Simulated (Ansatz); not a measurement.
Crystal: Ag.

```
CELL_PARAMETERS angstrom
-1.65565 1.65565 1.65565
1.65565 -1.65565 1.65565
1.65565 1.65565 -1.65565
ATOMIC_POSITIONS crystal
Ag 0.00000 0.00000 0.00000
```

This isn't the form of Ag at room conditions, which is fcc.

- Program: Ansatz 0.2.0
- Task: relaxation of cell and atoms
- Functional: PBEsol
- Dispersion: D4
- Potentials or basis: Ansatz PAW
- Cutoff: 420 eV (not typed: the program's choice for these potentials)
- k mesh: 11 × 11 × 11
- Occupations: fermi-dirac, width 0.05 eV
- Spin: no spin polarisation

At the start: volume 18.15 Å³/atom.

Task: How do energy, volume and symmetry change on relaxing?

Result: It ends after 5 steps and the volume is 16.37 Å³/atom (-9.8 %); space group Im-3m (No. 229, to 0.05 Å).

Step by step:
| step | energy change (eV) | largest force (eV/Å) | volume (Å³) |
| --- | --- | --- | --- |
| 1 | 0.0000 | 0.0000 | 18.15 |
| 2 | -0.0476 | 0.0000 | 15.63 |
| 3 | -0.0613 | 0.0000 | 16.56 |
| 4 | -0.0622 | 0.0000 | 16.37 |
| 5 | -0.0616 | 0.0000 | 16.37 |

Final structure:
```xyz
1
Lattice="-1.5995 1.5995 1.5995 1.5995 -1.5995 1.5995 1.5995 1.5995 -1.5995" Properties=species:S:1:pos:R:3 pbc="T T T"
Ag    0.0000    0.0000    0.0000
```

Caveat: the plane-wave basis is chosen anew once the cell has moved, so the energies of steps on either side of that aren't comparable; pairwise dispersion overbinds metals, which lowers pressure and volume; the PAW data sets come from PBE, with cores solved anew for the run's functional, which leaves a small shift of forces and pressure.
